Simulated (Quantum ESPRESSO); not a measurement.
**FeO (Wuestite): phonons with LDA**

**What was measured.**

“W\"ustite: Electric, thermodynamic and optical properties of FeO”, 2012, arxiv:1203.1201 quotes, for a bulk crystal of FeO: band gap 2.4 eV (optical).

The system is FeO (Wuestite).

```
CELL_PARAMETERS angstrom
0.00000 2.15540 2.15540
2.15540 0.00000 2.15540
2.15540 2.15540 0.00000
ATOMIC_POSITIONS crystal
Fe 0.00000 0.00000 0.00000
O 0.50000 0.50000 0.50000
```

| Item | Value |
| --- | --- |
| Program | Quantum ESPRESSO 7.5 |
| Task | phonons |
| Functional | LDA |
| Potentials or basis | JTH 2.0 LDA |
| Cutoff | 490 eV |
| Density cutoff | 2939 eV |
| k mesh | 8 × 8 × 8, shifted |
| Occupations | fermi-dirac, width 0.05 eV |
| Spin | collinear spin, ferromagnetic start |
| Starting moments | [3.0, 0.0] μB |
| Form of the LDA correlation | PW92 |
| Mixing beta | 0.3 |
| Most SCF iterations | 120 |
| SCF threshold | 4e-10 Ry |

| Item | Value |
| --- | --- |
| Band gap on the k mesh | none (metal or under the smearing width) |
| Net moment | 3.73 μB per cell |
| Absolute moment | 3.73 μB per cell |
| Site moments | Fe +3.18; O +0.30 μB |
| Valence electrons inside the program's atomic spheres | Fe 13.55; O 5.80 |
| Highest phonon frequency at Γ | 313 cm⁻¹ |

Levels at points of the mesh, in eV from the Fermi level:
Spin up:
| k point | band 9 | band 10 | band 11 | band 12 | band 13 | band 14 | band 15 | band 16 | band 17 | band 18 |
| --- | --- | --- | --- | --- | --- | --- | --- | --- | --- | --- |
| (0.06, 0.06, 0.06) | -3.73 | -3.73 | -3.58 | -3.06 | -3.06 | 1.06 | 14.94 | 17.77 | 17.77 | 18.21 |
Spin down:
```csv
k point,band 6,band 7,band 8,band 9,band 10,band 11,band 12,band 13
"(0.06, 0.06, 0.06)",-4.14,-3.95,-3.95,-0.96,-0.96,-0.94,-0.01,-0.01
```

Phonon frequencies in cm⁻¹ (negative: imaginary):
```tsv
q point	frequencies
(0.000, 0.000, 0.000)	3 3 3 313 313 313
```

Optical modes at Γ, degenerate ones joined:
```
cm⁻¹  components  symmetry  active in
 313           3       T1u         IR
```

Run time: 9.6 min on 1 thread of Arm Neoverse V1, on a shared host, peak memory 0.08 GiB.

A measured gap of FeO is 2.4 eV (optical; quoted in “W\"ustite: Electric, thermodynamic and optical properties of FeO”, 2012, arxiv:1203.1201); the calculated 0.00 eV misses it by -2.40 eV. So large a miss can be the level of theory's own, or it may mean another phase, state or a wrong row. The value is that of LDA on a finite k mesh, which can miss the band edges, without temperature or zero-point motion. Semilocal functionals fall short of measured gaps as a rule. The run's magnetic order (collinear spin, ferromagnetic start) needn't be the measured crystal's.

Caveat: the k mesh is coarse; the cutoff lies well under what these potentials need, so the values aren't converged; a cell with one magnetic atom can't hold antiferromagnetic order, which such compounds often take; semilocal functionals often make such compounds metallic where correlation or magnetic order opens a gap, which also shifts bond lengths.
